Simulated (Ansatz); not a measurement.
## Property card for WS2

These are results of Ansatz, DFT PBE+D3(BJ), scalar-relativistic, plane waves, PAW, not measurements.

Plane waves to 420 eV, a k mesh through Γ of 12×12×12 on the computed 3-atom cell and Gaussian smearing (0.02 eV); no spin polarisation.

The structure is relaxed at this level of theory with its symmetry kept. This form isn't the usual stable structure of the compound.

```
W S
1.0
     1.57860    0.91141    6.03931
    -1.57860    0.91141    6.03931
     0.00000   -1.82281    6.03931
W S
1 2
Direct
  0.00066 0.00066 0.00066
  0.24722 0.24722 0.24722
  0.42082 0.42082 0.42082
```

Question: Kohn–Sham band gap?

Answer: 0.90 eV, indirect from T to (0.000, 0.177, -0.180).

Question: Löwdin character of the top 1 eV of the valence band?

Answer: W 5d 63 %, S 3p 31 %.

Question: Löwdin character of the lowest 1 eV of the conduction band?

Answer: W 5d 61 %, S 3p 32 %, unprojected 4 %.

Question: Electron masses at the edge by Cartesian direction of the computed cell, whose vectors are (1.579, 0.911, 6.039), (-1.579, 0.911, 6.039), (0.000, -1.823, 6.039) Å (m_e; degenerate bands sorted by energy; no spin-orbit coupling)?

Answer: x: 0.59; y: 0.59; z: 0.44.

Question: Hole masses at the edge by Cartesian direction of the computed cell, whose vectors are (1.579, 0.911, 6.039), (-1.579, 0.911, 6.039), (0.000, -1.823, 6.039) Å (m_e; degenerate bands sorted by energy; no spin-orbit coupling)?

Answer: x: 0.55; y: 0.55; z: 0.85.

Question: Electronic dielectric constant xx, yy, zz of the computed cell, whose vectors are (1.579, 0.911, 6.039), (-1.579, 0.911, 6.039), (0.000, -1.823, 6.039) Å (independent particles)?

Answer: 15.0, 15.0, 9.8.

Question: Bader charges (e)?

Answer: W (1 in the cell) 1.37, S (1 in the cell) -0.68, S (1 in the cell) -0.68.

Spin-orbit coupling is left out, which matters for the bands of heavy elements.